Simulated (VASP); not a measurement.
# BP (F-43m) in VASP: further runs

Runs on BP. Level: LDA. Tasks: dielectric tensor.

Everything below comes from runs of VASP 6.6.1. Logs are shortened: lines on timing, memory, paths and dates and some standing lists are left out, and cuts for length are marked.

### Step 1. The crystal as given

Symmetry: F-43m, No. 216, cubic system. Conventional cell: a = 4.538 Å, b = 4.538 Å, c = 4.538 Å, α = 90.00°, β = 90.00°, γ = 90.00°. P (site symmetry -43m) is surrounded by 4 B at 1.97 Å. B (site symmetry -43m) has 4 P at 1.97 Å as nearest neighbours.

### Step 2. Dielectric tensor, LDA

File INCAR:

```
SYSTEM = BP
PREC = Accurate ; ENCUT = 350
EDIFF = 1E-6 ; ISMEAR = 0
SIGMA = 0.01 ; LREAL = .FALSE.
LASPH = .TRUE. ; NELM = 100
ALGO = Normal ; ISIF = 2
LWAVE = .FALSE. ; LCHARG = .FALSE.
LEPSILON = .TRUE.
```

File KPOINTS:

```
Automatic mesh
0
G
  8 8 8
  0 0 0
```

File POSCAR:

```
BP
1.0
    0.0000000000      2.2690000000      2.2690000000
    2.2690000000      0.0000000000      2.2690000000
    2.2690000000      2.2690000000      0.0000000000
P B
1 1
Direct
    0.7500000000      0.7500000000      0.7500000000
    0.0000000000      0.0000000000      0.0000000000
```

Potentials or basis: VASP PAW LDA potentials, release 64 (P, B).

Run with:

```bash
$ cat potpaw_LDA.64/P/POTCAR potpaw_LDA.64/B/POTCAR > POTCAR
$ mpirun -np 1 vasp_std > vasp.out
```

OUTCAR:

```text
SYSTEM = BP
   PREC = Accurate
   ENCUT = 350
   EDIFF = 1E-6
   ISMEAR = 0
   LREAL = .FALSE.
   LASPH = .TRUE.
   NELM = 100
   ISIF = 2
   LEPSILON = .TRUE.

 Found     29 irreducible k-points:

 Following reciprocal coordinates:
            Coordinates               Weight
  0.000000  0.000000  0.000000      1.000000
  0.125000  0.000000  0.000000      8.000000
  0.250000  0.000000  0.000000      8.000000
  0.375000  0.000000  0.000000      8.000000
  0.500000  0.000000  0.000000      4.000000
  0.125000  0.125000  0.000000      6.000000
   k-points           NKPTS =     29   k-points in BZ     NKDIM =     29   number of bands    NBANDS=      8
   number of dos      NEDOS =    301   number of ions     NIONS =      2
   total plane-waves  NPLWV =   8000
   dimension x,y,z NGX =    20 NGY =   20 NGZ =   20
   dimension x,y,z NGXF=    40 NGYF=   40 NGZF=   40
   ions per type =               1   1
   NGX,Y,Z   is equivalent  to a cutoff of  10.36, 10.36, 10.36 a.u.
   NGXF,Y,Z  is equivalent  to a cutoff of  20.72, 20.72, 20.72 a.u.
 SYSTEM =  BP
   PREC   = accura    normal or accurate (medium, high low for compatibility)
   ISTART =      0    job   : 0-new  1-cont  2-samecut
   ICHARG =      2    charge: 1-file 2-atom 10-const
   ISPIN  =      1    spin polarized calculation?
   LNONCOLLINEAR =      F non collinear calculations
   LSORBIT =      F    spin-orbit coupling
   LASPH  =      T    aspherical Exc in radial PAW
   ENCUT  =  350.0 eV  25.72 Ry    5.07 a.u.   4.89  4.89  4.89*2*pi/ulx,y,z
   NELM   =    100;   NELMIN=  2; NELMDL= -5     # of ELM steps
   EDIFF  = 0.1E-05   stopping-criterion for ELM
   LREAL  =      F    real-space projection
   EDIFFG = 0.1E-04   stopping-criterion for IOM
   NSW    =      0    number of steps for IOM
   IBRION =     -1    ionic relax: 0-MD 1-quasi-New 2-CG
   NFREE  =      0    steps in history (QN), initial steepest desc. (CG)
   ISIF   =      2    stress and relaxation
   ISYM   =      2    0-nonsym 1-usesym 2-fastsym
   POTIM  = 0.5000    time-step for ionic-motion
   TEBEG  =    0.0;   TEEND  =   0.0 temperature during run
   PSTRESS=    0.0 pullay stress
   NELECT =       8.0000    total number of electrons
   NUPDOWN=      -1.0000    fix difference up-down
   EMIN   =  10.00;   EMAX   =-10.00  energy-range for DOS
   EFERMI =   0.00;   METHOD = LEGACY
   ISMEAR =     0;   SIGMA  =   0.01  broadening in eV -4-tet -1-fermi 0-gaus
   EFERMI_NEDOS =   21; number of points for ismear=-14 and -15
   IALGO  =     38    algorithm
   IMIX   =      4    mixing-type and parameters
     AMIX     =   0.40;   BMIX     =  1.00
     AMIX_MAG =   1.60;   BMIX_MAG =  1.00
  volume/ion in A,a.u.               =      11.68        78.83
  Fermi-wavevector in a.u.,A,eV,Ry     =   1.145320  2.164342 17.847562  1.311759
  Thomas-Fermi vector in A             =   2.282009
   LORBIT       =      0    0 simple, 1 ext, 2 COOP (PROOUT), +10 PAW based schemes
   GGA     = CA    functional components
   LHFCALC =     F    Hartree Fock is set to
   AEXX    =    0.0000 exact exchange contribution
   IVDW    =     0    specifies the selected vdW correction
   LEPSILON=     T    determine dielectric tensor
   LRPA    =     F    only Hartree local field effects (RPA)
 non-spin polarized calculation
 Gauss-broadening in eV      SIGMA  =   0.01
  energy-cutoff  :      350.00
  volume of cell :       23.36
 maximum number of plane-waves:       360
   NGX =  9   NGY =  9   NGZ =  9

--------------------------------------- Ionic step        1  -------------------------------------------

 number of electron       8.0000003 magnetization

 E-fermi :   7.5340     XC(G=0): -11.0878

 val. band max:        7.4083537148   @ k =   0.0000   0.0000   0.0000
 cond. band min:       8.6256957554   @ k =   0.3750   0.3750   0.0000
 fundamental gap:      1.2173420406
 Fermi energy:         7.5339710900

 k-point     1 :       0.0000    0.0000    0.0000
  band No.  band energies     occupation
      1      -7.9833      2.00000
      2       7.4084      2.00000
      3       7.4084      2.00000
      4       7.4084      2.00000
      5      10.7865      0.00000
      6      10.7865      0.00000
      7      10.7865      0.00000
      8      14.7761      0.00000

 k-point     2 :       0.1250    0.0000    0.0000
  band No.  band energies     occupation
      1      -7.7026      2.00000
      2       5.5667      2.00000
      3       6.9817      2.00000
      4       6.9817      2.00000
      5      11.3106      0.00000
      6      11.3753      0.00000
      7      11.3753      0.00000
      8      15.5386      0.00000

 k-point     3 :       0.2500    0.0000    0.0000
  band No.  band energies     occupation
      1      -6.8787      2.00000
      2       2.5859      2.00000
      3       6.2956      2.00000
      4       6.2956      2.00000
      5      11.3897      0.00000
      6      12.1398      0.00000
      7      12.1398      0.00000
      8      16.8968      0.00000

 k-point     4 :       0.3750    0.0000    0.0000
  band No.  band energies     occupation
      1      -5.6155      2.00000
      2      -0.1353      2.00000
      3       5.8213      2.00000
      4       5.8213      2.00000
      5      11.2514      0.00000
      6      12.1942      0.00000
      7      12.1942      0.00000
      8      17.3772      0.00000

 k-point     5 :       0.5000    0.0000    0.0000
  band No.  band energies     occupation
      1      -4.6516      2.00000
      2      -1.6028      2.00000
      3       5.6594      2.00000
      4       5.6594      2.00000
      5      11.1883      0.00000
      6      12.0878      0.00000
      7      12.0878      0.00000
      8      17.3278      0.00000

 k-point     6 :       0.1250    0.1250    0.0000
  band No.  band energies     occupation
      1      -7.6087      2.00000
      2       6.2342      2.00000
      3       6.2342      2.00000
      4       6.2527      2.00000
      5      10.1461      0.00000
      6      12.3667      0.00000
      7      12.3667      0.00000
      8      14.9781      0.00000

 [... further k-points ...]

  FORCE on cell =-STRESS in cart. coord.  units (eV):
  Direction    XX          YY          ZZ          XY          YZ          ZX
  --------------------------------------------------------------------------------------
  -------------------------------------------------------------------------------------
  Total       -0.8062767     -0.8062767     -0.8062767      0.0000000      0.0000000     -0.0000000
  in kB      -55.2918627    -55.2918627    -55.2918627      0.0000000      0.0000000     -0.0000000
  external PRESSURE =     -55.2918627 kB  Pullay stress =       0.0000000 kB

 VOLUME and BASIS-vectors are now :
 -----------------------------------------------------------------------------
  energy-cutoff  :      350.00
  volume of cell :       23.36
      direct lattice vectors                 reciprocal lattice vectors
     0.000000000  2.269000000  2.269000000    -0.220361393  0.220361393  0.220361393
     2.269000000  0.000000000  2.269000000     0.220361393 -0.220361393  0.220361393
     2.269000000  2.269000000  0.000000000     0.220361393  0.220361393 -0.220361393

 POSITION                                       TOTAL-FORCE (eV/Angst)
 -----------------------------------------------------------------------------------
      3.40350      3.40350      3.40350         0.000000      0.000000      0.000000
      0.00000      0.00000      0.00000        -0.000000     -0.000000     -0.000000
 -----------------------------------------------------------------------------------
    total drift:                               -0.000000     -0.000000     -0.000000

  FREE ENERGIE OF THE ION-ELECTRON SYSTEM (eV)
  ---------------------------------------------------
  free  energy   TOTEN  =       -14.3820953647 eV

  energy  without entropy=      -14.3820953647  energy(sigma->0) =      -14.38209536

 HEAD OF MICROSCOPIC STATIC DIELECTRIC TENSOR (INDEPENDENT PARTICLE, excluding Hartree and local field effects)
 ------------------------------------------------------
           9.990343     0.000000     0.000000
          -0.000000     9.990343     0.000000
           0.000000     0.000000     9.990343
 ------------------------------------------------------

 Free energy of the ion-electron system (eV)
  ---------------------------------------------------
  ---------------------------------------------------
  free energy    TOTEN  =        -0.58181836 eV

  energy without entropy =       -0.58181836

------------------------ aborting loop because EDIFF is reached ----------------------------------------

--------------------------------------- Ionic step        2  -------------------------------------------

------------------------ aborting loop because EDIFF is reached ----------------------------------------

--------------------------------------- Ionic step        3  -------------------------------------------

 Free energy of the ion-electron system (eV)
  ---------------------------------------------------
  ---------------------------------------------------
  free energy    TOTEN  =        -0.58181850 eV

  energy without entropy =       -0.58181850

------------------------ aborting loop because EDIFF is reached ----------------------------------------

 PIEZOELECTRIC TENSOR FIELD DIRECTION 3  (e Angst)
 -----------------------------------------------------------------------------
    -0.00032 -0.16721  0.00000           ( -0.00000 -0.07905  0.00000)
    -0.16721 -0.00032  0.00000           ( -0.07905 -0.00000  0.00000)
     0.00000  0.00000 -0.00024           (  0.00000  0.00000 -0.00000)

 PIEZOELECTRIC TENSOR FIELD DIRECTION 3  (C/m^2)
 -----------------------------------------------------------------------------
    -0.00022 -0.11467  0.00000
    -0.11467 -0.00022  0.00000
     0.00000  0.00000 -0.00016

 MACROSCOPIC STATIC DIELECTRIC TENSOR (including local field effects in DFT)
 ------------------------------------------------------
           9.530658    -0.000000     0.000000
           0.000000     9.530658    -0.000000
           0.000000     0.000000     9.530658
 ------------------------------------------------------

 PIEZOELECTRIC TENSOR (including local field effects)  for field in x, y, z        (e  Angst)
          XX          YY          ZZ          XY          YZ          ZX
  --------------------------------------------------------------------------------
  x    -0.00000    -0.00000     0.00000     0.00000    -0.16139     0.00000
  y    -0.00000     0.00000     0.00000     0.00000     0.00000    -0.16139
  z     0.00000     0.00000    -0.00000    -0.16139     0.00000     0.00000

 PIEZOELECTRIC TENSOR (including local field effects)  for field in x, y, z        (C/m^2)
          XX          YY          ZZ          XY          YZ          ZX
  --------------------------------------------------------------------------------
  x    -0.00000    -0.00000     0.00000     0.00000    -0.11068     0.00000
  y    -0.00000     0.00000     0.00000     0.00000     0.00000    -0.11068
  z     0.00000     0.00000    -0.00000    -0.11068     0.00000     0.00000

 BORN EFFECTIVE CHARGES (including local field effects) (in |e|, cummulative output)
 ---------------------------------------------------------------------------------
 ion    1
    1     0.51425     0.00000    -0.00000
    2    -0.00000     0.51425     0.00000
    3     0.00000     0.00000     0.51425
 ion    2
    1    -0.51425     0.00000     0.00000
    2     0.00000    -0.51425    -0.00000
    3     0.00000     0.00000    -0.51425
```

It took 35 s on 1 thread of Intel Xeon Platinum 8259CL at 2.50GHz (Skylake/Cascade Lake), shared host; peak memory 0.14 GiB.

These settings aren't checked as converged: the numbers below hold their error.

What came out:

```
Band gap on the k mesh                  : 1.22 eV, indirect (least direct gap 3.38 eV)
Electronic dielectric tensor (diagonal) : 9.53
Born charges (mean of the diagonal)     : P +0.51; B -0.51 e
```

Caveat: the cutoff is under 1.25 times the usual one of these potentials, so pressure, stress and relaxed cells hold a basis-set (Pulay) error.

(Part 1 of 2 ends here.)
